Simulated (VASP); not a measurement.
A run of VASP 6.6.1:

Contents of INCAR:

```
SYSTEM = CoSi2
PREC     = Accurate       ! precision mode
ENCUT    = 600            ! plane-wave cutoff, eV
EDIFF    = 1E-6           ! SCF threshold, eV
ISMEAR   = 1              ! smearing method
SIGMA    = 0.1            ! smearing width, eV
LREAL    = .FALSE.        ! projectors in reciprocal space
LASPH    = .TRUE.         ! aspherical terms in the spheres
NELM     = 120            ! most SCF steps
ALGO     = Fast           ! electronic algorithm
ISIF     = 3              ! what is computed and relaxed
LWAVE    = .FALSE.        ! write WAVECAR
LCHARG   = .FALSE.        ! write CHGCAR
GGA      = PE             ! functional
IBRION   = 2              ! ionic algorithm
NSW      = 40             ! ionic steps
EDIFFG   = -0.005         ! ionic threshold
```

File KPOINTS:

```
regular mesh
0
G
  14 14 14
  0 0 0
```

File POSCAR:

```
CoSi2
1.0
    0.0000000000      2.6600000000      2.6600000000
    2.6600000000      0.0000000000      2.6600000000
    2.6600000000      2.6600000000      0.0000000000
Co Si
1 2
Direct
    0.0000000000      0.0000000000      0.0000000000
    0.2500000000      0.2500000000      0.2500000000
    0.7500000000      0.7500000000      0.7500000000
```

Potentials or basis: VASP PAW PBE potentials, release 64 (Co, Si).

Run with:

```sh
$ cat potpaw_PBE.64/Co/POTCAR potpaw_PBE.64/Si/POTCAR > POTCAR
$ mpirun -np 1 vasp_std > vasp.out
```

Hardware: 1 thread of Intel(R) Xeon(R) Platinum 8375C CPU @ 2.90GHz (Ice Lake) (shared host).

Q: Estimate the wall time of this run.

A: It took 2.5 min on 1 thread of Intel(R) Xeon(R) Platinum 8375C CPU @ 2.90GHz (Ice Lake) (shared host), peak memory 0.22 GiB. Counts: scf iterations 46, k points 104, ion steps 4.
